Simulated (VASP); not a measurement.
TiTe:

```
Ti Te
1.0
     0.00000    3.05007    3.05007
     3.05007    0.00000    3.05007
     3.05007    3.05007    0.00000
Ti Te
1 1
Direct
  0.50000 0.50000 0.50000
  0.00000 0.00000 0.00000
```

The cell comes from a database or a generator and needn't be the stable form of this composition.

```yaml
Program: VASP 6.6.1
Task: relaxation of cell and atoms
Functional: BLYP
Potentials_or_basis: VASP PAW PBE potentials, release 64 (Ti_sv, Te)
Cutoff: 600 eV
k_mesh: 8 × 8 × 8
Occupations: fermi-dirac, width 0.05 eV
Spin: no spin polarisation
```

At the start: pressure -7.0 GPa; volume 28.37 Å³/atom.

Task: How do energy, volume and symmetry change on relaxing?

Result: Over 3 steps the energy falls by 105.1 meV/atom and the volume is 24.24 Å³/atom (-14.6 %); space group Fm-3m (No. 225, to 0.05 Å).

Step by step:
```tsv
step	energy change (eV)	largest force (eV/Å)	pressure (GPa)	volume (Å³)
1	0.0000	0.0000	-7.05	56.75
2	-0.2016	0.0000	2.00	47.10
3	-0.2101	0.0000	0.03	48.47
```

Final structure:
```
Ti Te
1.0
     0.00000    2.89397    2.89397
     2.89397    0.00000    2.89397
     2.89397    2.89397    0.00000
Ti Te
1 1
Cartesian
  2.8940 2.8940 2.8940
  0.0000 0.0000 0.0000
```

Caveat: the PAW data sets were made with another functional, which shifts forces and pressure a little.
